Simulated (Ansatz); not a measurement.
# SnO (P4/nmm) in Ansatz: a series of runs

One crystal, SnO, is run at these levels: PBE; tasks: band structure, single point, equation of state.

Program: Ansatz 0.2.0. These are calculated values, not measurements. Logs are shortened: lines on timing, memory, paths and dates and some standing lists are left out, and cuts for length are marked.

### 1 The crystal as given

Symmetry: P4/nmm, No. 129, tetragonal system. Conventional cell: a = 3.814 Å, b = 3.814 Å, c = 4.887 Å, α = 90.00°, β = 90.00°, γ = 90.00°. Around Sn (site symmetry 4mm) lie 4 O at 2.23 Å. O (site symmetry -4m2) has 4 Sn at 2.23 Å as nearest neighbours.

The cell is a database's computed one.

### 2 Band structure, PBE

input.yaml reads:

```yaml
crystal:
  lattice:
    - [3.81369522, 0.0, 0.0]
    - [0.0, 3.81369522, 0.0]
    - [0.0, 0.0, 4.8869133]
  atoms:
    - { symbol: Sn, position: [0.5, 0.0, 0.76462614] }
    - { symbol: Sn, position: [0.0, 0.5, 0.23537386] }
    - { symbol: O, position: [0.0, 0.0, 0.0] }
    - { symbol: O, position: [0.5, 0.5, 0.0] }
hamiltonian:
  xc: pbe
  pseudopotentials: { kind: paw }
kpoints:
  mp_grid: { grid: [7, 7, 6] }
  band_path:
    path:
      - [[0.0, 0.0, 0.0], [0.0, 0.5, 0.0], [0.5, 0.5, 0.0], [0.0, 0.0, 0.0], [0.0, 0.0, 0.5], [0.0, 0.5, 0.5], [0.5, 0.5, 0.5], [0.0, 0.0, 0.5]]
      - [[0.0, 0.5, 0.0], [0.0, 0.5, 0.5]]
      - [[0.5, 0.5, 0.0], [0.5, 0.5, 0.5]]
    npoints: 14
scf:
  occupations: { method: fermi_dirac, width: 0.05 }
  n_extra_bands: 10
output:
  forces: true
  stress: true
  eigenvalues: true
  fatbands: false
```

Potentials or basis: Ansatz PAW.

The run is started by

```sh
$ ansatz run input.yaml --threads 2 --pin off --max-ram 5632MiB --backend cpu --events-out ev --progress --plain --runs-dir out
```

What it wrote:

```text
Warning: RAYON_NUM_THREADS=2 ignored (pool sized by the plan → 2); use --threads N
scf.n_extra_bands = 10 over 20 filled bands (N_el = 40.0): the run solves 30 bands
Engine: ansatz 0.2.0, aarch64-unknown-linux-gnu
Pseudopotentials: kind: paw
Pseudopotential: Sn, paw, valence charge 14, recommended cutoff 420 eV (normal), Sn.paw.azcp
Pseudopotential: O, paw, valence charge 6, recommended cutoff 420 eV (normal), O.paw.azcp
Functional definition: PBE
  parameter kappa = 0.804
  parameter beta = 0.06672455060314922
  exchange = pbe_x(kappa = kappa, mu = beta*pi^2/3)
  correlation = pbe_c(beta = beta)
Crystal: 4 atoms, lattice volume = 71.077 Å³
Basis set: ecut = 420 eV, 1409 PW (Γ), exchange–correlation on 54×54×72 points (8 copies of the dense FFT grid, shifted against one another)
Bands: 30, of which v1, the nominal top of the filled ones, is band 20 counted from 1 (19 counted from 0)
Symmetry: 16 space group operations
Space group: P4/nmm (ITA 129), of the structure as read, at distance tolerance 4.1e-5 Å
k-points: 40 of 294
Non-local potential: Sn, projectors of the file, l = 0: 2, l = 1: 2, l = 2: 2, l = 3: 2
Non-local potential: O, projectors of the file, l = 0: 2, l = 1: 2, l = 2: 1
PAW form: soft (Blöchl's): semilocal exchange-correlation on the pseudo side does not see the compensation charge
PAW one-centre angular grid: Sn, 590 points (default); XC on 64 Gauss nodes
PAW one-centre angular grid: O, 110 points (default); XC on 64 Gauss nodes
Initial density: superposition of atomic densities (neutral atoms: chi_scale 0, normalization atom), corrected by the library's trained network
Initial wavefunctions: pseudopotential atomic-orbital guess
Functional: x = pbe(κ = 0.804, μ = 0.2195149727645171), c = pbe(β = 0.06672455060314922)
SCF iter   1: F=—  HF=-13183.370172 eV  |F-HF|=—  |Δ(HF+E_count)|=         —  Δρ=1.48e-3  dr2=1.12e-3  ethr=1.77e-3  ⟨swp⟩=6.5  Hψ=5844  notcnv=0  defer=30
preconditioner: auto → Resta (q_TF=auto, 2.479 Å⁻¹)  ε∞=2.7  [insulator: Δε(μ)=0.380 eV  Ē_g=21.406 eV  σ=0.050 eV  W_gap=0.96  n_scr=18 (ndim 8)  ℏωp=27.9 eV  f_vac=0.021  D(μ)=0.02/eV (n_scr^D=0)  ε∞_Penn≈2.7]
SCF iter   2: F=—  HF=-13183.369451 eV  |F-HF|=—  |Δ(HF+E_count)|=   7.21e-4  Δρ=9.14e-4  dr2=3.44e-4  ethr=2.80e-6  ⟨swp⟩=2.1  Hψ=2361  notcnv=0  defer=73
SCF iter   3: F=—  HF=-13183.369740 eV  |F-HF|=—  |Δ(HF+E_count)|=   2.89e-4  Δρ=3.41e-4  dr2=5.55e-5  ethr=8.60e-7  ⟨swp⟩=2.0  Hψ=1868  notcnv=0  defer=73
SCF iter   4: F=—  HF=-13183.369806 eV  |F-HF|=—  |Δ(HF+E_count)|=   6.59e-5  Δρ=9.18e-5  dr2=4.58e-6  ethr=1.39e-7  ⟨swp⟩=2.0  Hψ=1423  notcnv=0  defer=73
SCF iter   5: F=—  HF=-13183.369808 eV  |F-HF|=—  |Δ(HF+E_count)|=   2.57e-6  Δρ=8.28e-5  dr2=4.08e-6  ethr=1.14e-8  ⟨swp⟩=2.0  Hψ=1889  notcnv=0  defer=73
SCF iter   6: F=—  HF=-13183.369808 eV  |F-HF|=—  |Δ(HF+E_count)|=   8.58e-7  Δρ=1.22e-5  dr2=1.39e-7  ethr=1.02e-8  ⟨swp⟩=2.1  Hψ=1446  notcnv=0  defer=73
SCF iter   7: F=-13183.369808 eV  HF=-13183.369808 eV  |F-HF|=5.97e-9  |Δ(HF+E_count)|=   1.06e-7  Δρ=5.27e-6  dr2=1.47e-8  ethr=2.50e-10  ⟨swp⟩=9.5  Hψ=5480  notcnv=0
SCF 1 converged in 7 iterations: F = -13183.369808 eV  dr2 = 1.47e-8
NSCF: frozen V_eff on 129 k-points
SCF converged after 7 iterations
Free energy (F): -13183.369808 eV
Harris-Foulkes:  -13183.369808 eV  (|F-HF|=5.97e-9)
Internal energy: -13183.369511 eV  (E = F + TS)
E sigma→0 (E₀):  -13183.369659 eV
Entropy (-TS):   -0.000297 eV (-0.074 meV/atom)
Fermi energy:    9.968801 eV
--- Per-component energies (eV) ---
  E_band       = -191.723740
  E_kinetic    = 724.478377
  E_local      = -2719.435177  (includes V_loc(G=0)·N_el)
  E_nonlocal   = 32.145494
  E_hartree    = 1466.994423
  E_xc         = -913.099218
  E_vxc        = -380.809629  (∫ρ·V_xc dr)
  E_paw        = -8589.099760  (= ΣΔE_a)
  E_vpaw       = -782.099949  (= ΣTr[D̂ρ^β])
  E_aug_tail   = 0.004836  (compensation charges beyond the density's cutoff)
  E_ewald      = -3185.358485
  E_smearing   = -0.000297  (= −TS)
  E_closure    = 0.000000  (closes the sum)
  Σ components = -13183.369808   (vs F -13183.369808, Δ=0.00e0)
--- Forces (eV/Å), atoms counted from 1 ---
  atom   1  Sn     0.00000000     0.00000000    -0.37129374
  atom   2  Sn     0.00000000     0.00000000     0.37129374
  atom   3  O      0.00000000     0.00000000     0.00000000
  atom   4  O      0.00000000     0.00000000     0.00000000
  max |Σ_I F_I| component: 1.67e-16 eV/Å
--- Stress (GPa, compression-positive) ---
        3.912984       0.000000       0.000000
        0.000000       3.912984       0.000000
        0.000000       0.000000       2.968772
  P = ⅓ Tr σ = 3.5982 GPa (35.982 kbar)
--- Band table (eV; the first three rows and the last of 40) ---
  k-point 0: bands = ["-12.2254", "-11.7913", "-11.7854", "-11.7854", "-11.7488", "-11.7315", "-11.6955", "-11.6851", "-11.6627", "-11.6627", "-10.4094", "-7.7817", "2.1347", "3.1620", "3.5445", "3.5445", "6.3194", "6.6189", "6.6189", "9.7891", "11.8636", "14.0765", "14.5112", "14.5112", "15.4637", "15.4637", "16.5582", "16.9889", "20.5869", "22.1837"]
  k-point 1: bands = ["-12.2218", "-11.7950", "-11.7796", "-11.7796", "-11.7460", "-11.7284", "-11.6982", "-11.6881", "-11.6692", "-11.6692", "-10.4011", "-7.7819", "1.5131", "3.5701", "3.5701", "4.0589", "6.3039", "6.6153", "6.6153", "9.5161", "11.5988", "13.7855", "13.7855", "14.1551", "16.3453", "16.3453", "16.5004", "17.1928", "21.5448", "22.2478"]
  k-point 2: bands = ["-12.2144", "-11.8024", "-11.7655", "-11.7655", "-11.7391", "-11.7200", "-11.7052", "-11.6963", "-11.6847", "-11.6847", "-10.3842", "-7.7822", "0.9009", "3.6223", "3.6223", "5.4658", "6.2728", "6.6070", "6.6070", "8.5788", "11.4634", "13.0733", "13.0733", "13.7806", "17.0883", "17.4006", "17.4006", "17.6686", "22.3972", "22.4439"]
  k-point 39: bands = ["-12.1379", "-12.1227", "-11.7617", "-11.7570", "-11.7333", "-11.7317", "-11.6914", "-11.6906", "-11.6611", "-11.6604", "-8.7597", "-8.6262", "0.8857", "1.0326", "3.9992", "4.3164", "7.0333", "7.2196", "7.2512", "7.3107", "12.1888", "12.3621", "13.2230", "13.9712", "15.3069", "15.9231", "19.7317", "19.7767", "22.6436", "23.1352"]
```

bands.tsv:

```text
# k_distance	band_0	band_1	band_2	band_3	band_4	band_5	band_6	band_7	band_8	band_9	band_10	band_11	band_12	band_13	band_14	band_15	band_16	band_17	band_18	band_19	band_20	band_21	band_22	band_23	band_24	band_25	band_26	band_27	band_28	band_29
[... 148 lines left out ...]
7.507683	-22.103961	-22.103961	-21.727753	-21.727753	-21.697372	-21.697372	-21.660289	-21.660289	-21.627988	-21.627988	-18.636097	-18.636097	-9.134586	-9.134586	-5.722951	-5.722951	-2.817235	-2.817235	-2.690888	-2.690888	2.124068	2.124068	3.853431	3.853431	5.395376	5.395376	9.764973	9.764973	13.316506	13.316506
7.553601	-22.103606	-22.103606	-21.727614	-21.727614	-21.697371	-21.697371	-21.660882	-21.660882	-21.628082	-21.628082	-18.635607	-18.635607	-9.133197	-9.133197	-5.727414	-5.727414	-2.825524	-2.825524	-2.690902	-2.690902	2.188050	2.188050	3.782483	3.782483	5.405849	5.405849	9.819151	9.819151	13.417719	13.417719
```

Run time: 5.6 s. Hardware: 2 threads of Arm Neoverse V2, shared host; peak memory 0.37 GiB.

What came out:

```yaml
Free_energy: -13183.3698 eV
Pressure: 3.6 GPa
Largest_force: 0.371 eV/Å
Band_gap_on_the_k_mesh: 0.37 eV, indirect (least direct gap 2.07 eV)
Band_gap_along_the_path: 0.14 eV, indirect (least direct gap 2.04 eV)
```

Forces in eV/Å, atoms in the order of the input:
```
Sn   0.000  0.000 -0.371
Sn   0.000  0.000  0.371
O    0.000  0.000  0.000
O    0.000  0.000  0.000
```

Levels at the corners of the path, in eV from the valence-band top:
```
point  band 17  band 18  band 19  band 20  band 21  band 22  band 23  band 24
    Γ    -3.47    -3.17    -3.17     0.00     2.07     4.28     4.72     4.72
    X    -4.83    -4.83    -2.68    -2.68     3.14     3.14     5.91     5.91
    M    -2.51    -2.51    -1.90    -1.90     0.14     0.14     4.47     4.47
    Γ    -3.47    -3.17    -3.17     0.00     2.07     4.28     4.72     4.72
    Z    -3.20    -3.19    -3.19    -2.22     1.73     3.02     3.02     3.69
    R    -4.80    -4.80    -1.75    -1.75     2.54     2.54     5.45     5.45
    A    -2.65    -2.65    -2.51    -2.51     2.36     2.36     3.96     3.96
    Z    -3.20    -3.19    -3.19    -2.22     1.73     3.02     3.02     3.69
    X    -4.83    -4.83    -2.68    -2.68     3.14     3.14     5.91     5.91
    R    -4.80    -4.80    -1.75    -1.75     2.54     2.54     5.45     5.45
    M    -2.51    -2.51    -1.90    -1.90     0.14     0.14     4.47     4.47
    A    -2.65    -2.65    -2.51    -2.51     2.36     2.36     3.96     3.96
```

Caveat: the k mesh misses the band edges, so the gap on the mesh is wider than the one along the path; the pressure holds a Pulay correction of +0.5 GPa for the finite cutoff; spin-orbit coupling is left out, which moves the levels of the heavy elements.

### 3 Single point, PBE, 16.70 Å³/atom (volume scaled by 0.94)

input.yaml reads:

```yaml
crystal:
  lattice:
    - [3.7358428604, 0.0, 0.0]
    - [0.0, 3.7358428604, 0.0]
    - [0.0, 0.0, 4.7871523832]
  atoms:
    - { symbol: Sn, position: [0.5, 0.0, 0.76462614] }
    - { symbol: Sn, position: [0.0, 0.5, 0.23537386] }
    - { symbol: O, position: [0.0, 0.0, 0.0] }
    - { symbol: O, position: [0.5, 0.5, 0.0] }
hamiltonian:
  xc: pbe
  pseudopotentials: { kind: paw }
kpoints:
  mp_grid: { grid: [7, 7, 6] }
scf:
  occupations: { method: fermi_dirac, width: 0.05 }
output:
  forces: true
  stress: true
  eigenvalues: true
```

Potentials or basis: Ansatz PAW.

The run is started by

```sh
$ ansatz run input.yaml --threads 2 --pin off --max-ram 5632MiB --backend cpu --events-out ev --progress --plain --runs-dir out
```

Run time: 1.8 s. Hardware: 2 threads of Arm Neoverse V2, shared host; peak memory 0.34 GiB.

The run converged. Its results:

* Free energy: -13183.1855 eV
* Pressure: 10.6 GPa
* Largest force: 1.322 eV/Å
* Band gap on the k mesh: 0.14 eV, indirect (least direct gap 2.05 eV)

Caveat: odd divisions of the mesh miss points on the zone boundary, where band edges often lie, so the gap on the mesh can be too wide; the pressure holds a Pulay correction of +0.5 GPa for the finite cutoff; spin-orbit coupling is left out, which moves the levels of the heavy elements; forces of over 1 eV/Å show positions far from the minimum, so gaps and moduli don't describe the material at rest.

### 4 Single point, PBE, 17.06 Å³/atom (volume scaled by 0.96)

input.yaml, as its differences from that of step 3:

```diff
@@ -2,5 +2,5 @@
   lattice:
-    - [3.7358428604, 0.0, 0.0]
-    - [0.0, 3.7358428604, 0.0]
-    - [0.0, 0.0, 4.7871523832]
+    - [3.7621524798, 0.0, 0.0]
+    - [0.0, 3.7621524798, 0.0]
+    - [0.0, 0.0, 4.8208658347]
   atoms:
```

The run is started by

```sh
$ ansatz run input.yaml --threads 2 --pin off --max-ram 5632MiB --backend cpu --events-out ev --progress --plain --runs-dir out
```

It took 2.5 s on 2 threads of Arm Neoverse V2, shared host; peak memory 0.35 GiB.

The run converged. Its results:

```
Free energy            : -13183.2680 eV
Pressure               : 8.0 GPa
Largest force          : 0.978 eV/Å
Band gap on the k mesh : 0.22 eV, indirect (least direct gap 2.07 eV)
```

Caveat: odd divisions of the mesh miss points on the zone boundary, where band edges often lie, so the gap on the mesh can be too wide; the pressure holds a Pulay correction of +0.5 GPa for the finite cutoff; spin-orbit coupling is left out, which moves the levels of the heavy elements.

### 5 Single point, PBE, 17.41 Å³/atom (volume scaled by 0.98)

input.yaml, as its differences from that of step 4:

```diff
@@ -2,5 +2,5 @@
   lattice:
-    - [3.7621524798, 0.0, 0.0]
-    - [0.0, 3.7621524798, 0.0]
-    - [0.0, 0.0, 4.8208658347]
+    - [3.7880991788, 0.0, 0.0]
+    - [0.0, 3.7880991788, 0.0]
+    - [0.0, 0.0, 4.8541142359]
   atoms:
```

The run is started by

```sh
$ ansatz run input.yaml --threads 2 --pin off --max-ram 5632MiB --backend cpu --events-out ev --progress --plain --runs-dir out
```

It took 2 s on 2 threads of Arm Neoverse V2, shared host; peak memory 0.35 GiB.

It converged, with:

```yaml
Free_energy: -13183.3287 eV
Pressure: 5.7 GPa
Largest_force: 0.663 eV/Å
Band_gap_on_the_k_mesh: 0.30 eV, indirect (least direct gap 2.08 eV)
```

Caveat: odd divisions of the mesh miss points on the zone boundary, where band edges often lie, so the gap on the mesh can be too wide; the pressure holds a Pulay correction of +0.5 GPa for the finite cutoff; spin-orbit coupling is left out, which moves the levels of the heavy elements.

### 6 Single point, PBE, 17.77 Å³/atom

input.yaml, as its differences from that of step 5:

```diff
@@ -2,5 +2,5 @@
   lattice:
-    - [3.7880991788, 0.0, 0.0]
-    - [0.0, 3.7880991788, 0.0]
-    - [0.0, 0.0, 4.8541142359]
+    - [3.81369522, 0.0, 0.0]
+    - [0.0, 3.81369522, 0.0]
+    - [0.0, 0.0, 4.8869133]
   atoms:
@@ -21 +21,5 @@
   eigenvalues: true
+  write_density: true
+  write_potential: true
+  elf: true
+  volumetric_format: npy
```

Potentials or basis: Ansatz PAW.

The run is started by

```sh
$ ansatz run input.yaml --threads 2 --pin off --max-ram 5632MiB --backend cpu --events-out ev --progress --plain --runs-dir out
```

Wall time 2.9 s (2 threads of Arm Neoverse V2, shared host); peak memory 0.36 GiB.

Results (log left out):

```
Free energy            : -13183.3698 eV
Pressure               : 3.6 GPa
Largest force          : 0.371 eV/Å
Band gap on the k mesh : 0.37 eV, indirect (least direct gap 2.07 eV)
```

Caveat: odd divisions of the mesh miss points on the zone boundary, where band edges often lie, so the gap on the mesh can be too wide; the pressure holds a Pulay correction of +0.5 GPa for the finite cutoff; spin-orbit coupling is left out, which moves the levels of the heavy elements.

### 7 Single point, PBE, 18.12 Å³/atom (volume scaled by 1.02)

input.yaml, as its differences from that of step 6:

```diff
@@ -2,5 +2,5 @@
   lattice:
-    - [3.81369522, 0.0, 0.0]
-    - [0.0, 3.81369522, 0.0]
-    - [0.0, 0.0, 4.8869133]
+    - [3.8389522158, 0.0, 0.0]
+    - [0.0, 3.8389522158, 0.0]
+    - [0.0, 0.0, 4.9192779074]
   atoms:
@@ -21,5 +21 @@
   eigenvalues: true
-  write_density: true
-  write_potential: true
-  elf: true
-  volumetric_format: npy
```

The run is started by

```sh
$ ansatz run input.yaml --threads 2 --pin off --max-ram 5632MiB --backend cpu --events-out ev --progress --plain --runs-dir out
```

It took 2.1 s on 2 threads of Arm Neoverse V2, shared host; peak memory 0.35 GiB.

Results (log left out):

```
Free energy            : -13183.3933 eV
Pressure               : 1.7 GPa
Largest force          : 0.101 eV/Å
Band gap on the k mesh : 0.44 eV, indirect (least direct gap 2.05 eV)
```

Caveat: odd divisions of the mesh miss points on the zone boundary, where band edges often lie, so the gap on the mesh can be too wide; the pressure holds a Pulay correction of +0.4 GPa for the finite cutoff; spin-orbit coupling is left out, which moves the levels of the heavy elements.

### 8 Single point, PBE, 18.48 Å³/atom (volume scaled by 1.04)

input.yaml, as its differences from that of step 7:

```diff
@@ -2,5 +2,5 @@
   lattice:
-    - [3.8389522158, 0.0, 0.0]
-    - [0.0, 3.8389522158, 0.0]
-    - [0.0, 0.0, 4.9192779074]
+    - [3.8638811754, 0.0, 0.0]
+    - [0.0, 3.8638811754, 0.0]
+    - [0.0, 0.0, 4.9512221655]
   atoms:
@@ -21 +21,5 @@
   eigenvalues: true
+  write_density: true
+  write_potential: true
+  elf: true
+  volumetric_format: npy
```

The run is started by

```sh
$ ansatz run input.yaml --threads 2 --pin off --max-ram 5632MiB --backend cpu --events-out ev --progress --plain --runs-dir out
```

Run time: 2.8 s. Hardware: 2 threads of Arm Neoverse V2, shared host; peak memory 0.36 GiB.

Results (log left out):

- Free energy: -13183.4006 eV
- Pressure: 0.0 GPa
- Largest force: 0.150 eV/Å
- Band gap on the k mesh: 0.51 eV, indirect (least direct gap 2.02 eV)

Caveat: odd divisions of the mesh miss points on the zone boundary, where band edges often lie, so the gap on the mesh can be too wide; the pressure holds a Pulay correction of +0.4 GPa for the finite cutoff; spin-orbit coupling is left out, which moves the levels of the heavy elements.

### 9 Single point, PBE, 18.84 Å³/atom (volume scaled by 1.06)

input.yaml, as its differences from that of step 8:

```diff
@@ -2,5 +2,5 @@
   lattice:
-    - [3.8638811754, 0.0, 0.0]
-    - [0.0, 3.8638811754, 0.0]
-    - [0.0, 0.0, 4.9512221655]
+    - [3.8884925471, 0.0, 0.0]
+    - [0.0, 3.8884925471, 0.0]
+    - [0.0, 0.0, 4.9827594627]
   atoms:
@@ -21,5 +21 @@
   eigenvalues: true
-  write_density: true
-  write_potential: true
-  elf: true
-  volumetric_format: npy
```

Potentials or basis: Ansatz PAW.

The run is started by

```sh
$ ansatz run input.yaml --threads 2 --pin off --max-ram 5632MiB --backend cpu --events-out ev --progress --plain --runs-dir out
```

Run time: 2.1 s. Hardware: 2 threads of Arm Neoverse V2, shared host; peak memory 0.35 GiB.

The run converged. Its results:

```yaml
Free_energy: -13183.3937 eV
Pressure: -1.5 GPa
Largest_force: 0.384 eV/Å
Band_gap_on_the_k_mesh: 0.57 eV, indirect (least direct gap 2.00 eV)
```

Caveat: odd divisions of the mesh miss points on the zone boundary, where band edges often lie, so the gap on the mesh can be too wide; the pressure holds a Pulay correction of +0.4 GPa for the finite cutoff; spin-orbit coupling is left out, which moves the levels of the heavy elements.

### 10 Equation of state, PBE

No new run: the results of the series are fitted here.

What came out:

- Equilibrium volume: 18.48 Å³/atom
- Bulk modulus at fixed shape and positions: 84 GPa
- Pressure derivative of the bulk modulus: 4.3

Energy against volume, from the lowest point:
| volume (Å³/atom) | energy (meV/atom) |
| --- | --- |
| 16.703 | 53.76 |
| 17.058 | 33.14 |
| 17.414 | 17.97 |
| 17.769 | 7.69 |
| 18.125 | 1.82 |
| 18.480 | 0.00 |
| 18.835 | 1.71 |

Caveat: the cell was scaled at fixed shape and fractional positions, which overstates the stiffness of a crystal with free parameters, most of all of layers and chains.
